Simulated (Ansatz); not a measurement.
Runs of Ansatz 0.2.0 on FeO (Wuestite). Symmetry: R-3m, No. 166, trigonal system. The conventional cell has a = 3.038 Å, b = 3.038 Å, c = 7.559 Å, α = 90.00°, β = 90.00°, γ = 120.00°. Fe (site symmetry -3m) has 6 O at 2.16 Å as nearest neighbours. O (site symmetry -3m) is surrounded by 6 Fe at 2.16 Å. 

| cell | pressure (GPa) | moment (μB) |
| --- | --- | --- |
| relaxed to 10 GPa | 10.0 | 3.98 |
| relaxed to 30 GPa | 30.0 | 3.68 |
| relaxed | 0.0 | 4.00 |
| relaxed to 5 GPa | 5.0 | 4.00 |
| relaxed to 20 GPa | 20.0 | (a) |

Alike in all rows: task relaxation of cell and atoms; level PBEsol; potentials or basis all-electron LAPW, scalar-relativistic; spin collinear, ferromagnetic start; k mesh 11 × 11 × 11; smearing fermi-dirac 0.05 eV; basis error allowed 0.001 eV/atom.

Q: Fill in the values left out.

A: (a) 3.85.

Caveats: a cell with one magnetic atom can't hold antiferromagnetic order, which such compounds often take.
